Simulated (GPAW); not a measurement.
The system is GaN.

```
CELL_PARAMETERS angstrom
3.18000 0.00000 0.00000
-1.59000 2.75396 0.00000
0.00000 0.00000 5.16600
ATOMIC_POSITIONS crystal
Ga 0.66667 0.33333 0.50000
Ga 0.33333 0.66667 0.00000
N 0.66667 0.33333 0.87500
N 0.33333 0.66667 0.37500
```

| Property | Result |
| --- | --- |
| Program | GPAW 26.7.0 |
| Task | relaxation of cell and atoms |
| Functional | OLYP |
| Potentials or basis | PAW data sets generated in the run's folder for this functional |
| Cutoff | 800 eV |
| Basis | pw |
| k mesh | 7 × 7 × 4 |
| Occupations | fermi-dirac, width 0.05 eV |
| Spin | no spin polarisation |

At the start: pressure 15.9 GPa; volume 11.31 Å³/atom.

Problem. Where does the relaxation end?

Solution. Over 6 steps the energy falls by 44.4 meV/atom and the volume is 12.20 Å³/atom (+7.8 %); space group P6_3mc (No. 186, to 0.05 Å).

Step by step:
```csv
step,energy change (eV),largest force (eV/Å),pressure (GPa),volume (Å³)
1,0.0000,0.1948,15.91,45.24
2,-0.0531,0.0934,12.98,45.79
3,-0.1730,0.1159,1.59,48.35
4,-0.1766,0.0837,0.27,48.70
5,-0.1775,0.0391,-0.09,48.79
6,-0.1777,0.0046,-0.09,48.79
```

Final structure:
```
Ga N
1.0
     3.26100    0.00000    0.00000
    -1.63050    2.82411    0.00000
     0.00000    0.00000    5.29778
Ga N
2 2
Direct
  0.66667 0.33333 0.49876
  0.33333 0.66667 0.99876
  0.66667 0.33333 0.87624
  0.33333 0.66667 0.37622
```

Caveat: the data sets keep Ga 3d, Li 1s and Be 1s frozen, and some such compounds lay over 1.5 % in volume off other programs; later steps reuse the first step's grids.
